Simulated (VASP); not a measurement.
Input of a VASP 6.6.1 run:

Contents of INCAR:

```
  PREC = Accurate
  ENCUT = 400
  EDIFF = 1E-7
  ISMEAR = 0
  SIGMA = 0.02
  LREAL = False
  LASPH = True
  NELM = 100
  ALGO = Fast
  ISIF = 2
  LWAVE = False
  LCHARG = False
  GGA = PE
  IVDW = 12
  NBANDS = 20
```

Contents of KPOINTS:

```
Automatic mesh
0
Gamma
  9 9 4
```

File POSCAR:

```
SnS2
1.0
    3.6390000000      0.0000000000      0.0000000000
   -1.8195000000      3.1514664400      0.0000000000
    0.0000000000      0.0000000000      5.8680000000
Sn S
1 2
Direct
    0.0000000000      0.0000000000      0.0000000000
    0.3333333300      0.6666666700      0.2500000000
    0.6666666700      0.3333333300      0.7500000000
```

Potentials or basis: VASP PAW PBE potentials, release 64 (Sn_d, S).

Run with:

```console
$ cat potpaw_PBE.64/Sn_d/POTCAR potpaw_PBE.64/S/POTCAR > POTCAR
$ mpirun -np 1 vasp_std > vasp.out
```

**Question.** Estimate the dispersion energy per atom.

**Answer.** -0.330 eV.

**Question.** Predict the largest force.

**Answer.** 0.256 eV/Å.

Stress tensor (GPa, compression positive):
```
1.81 0.00 0.00
0.00 1.81 0.00
0.00 0.00 1.44
```
